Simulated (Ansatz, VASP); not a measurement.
**AlN: VASP beside Ansatz**

```xyz
4
Lattice="3.0268 0.0000 0.0000 -1.5134 2.6213 0.0000 0.0000 0.0000 4.5481" Properties=species:S:1:pos:R:3 pbc="T T T"
Al    0.0000    1.7475   -0.0354
Al    1.5134    0.8738    2.2386
N     0.0000    1.7475    1.7864
N     1.5134    0.8738    4.0605
```

Alike in both runs: functional LDA; k mesh 9 × 9 × 6; occupations gaussian, width 0.05 eV; no spin polarisation.

Ansatz relaxed the structure, and its values are those at the end. VASP's run is a single point on that final structure, the one shown.

|  | VASP | Ansatz |
| --- | --- | --- |
| version | VASP 6.6.1 | Ansatz 0.2.0 |
| potentials or method | VASP PAW LDA potentials, release 64 (Al, N) | scalar-relativistic, plane waves, PAW |
| plane-wave cutoff (eV) | 520 | 520 |
| valence electrons in the cell | 16 | 16 |

```csv
,VASP,Ansatz,Ansatz less VASP
gap on the k mesh at the Fermi level (eV),4.81,4.83,+0.019
least direct gap on the mesh (eV),5.05,5.04,-0.011
rms of the force components (eV/Å),0.005,0.001,-0.0036
```

Ansatz warned: «pseudo_functional_mismatch».

Caveats: an odd mesh through Γ misses points on the zone boundary, where band edges often lie. As with any semilocal functional, this LDA gap is likely too small.
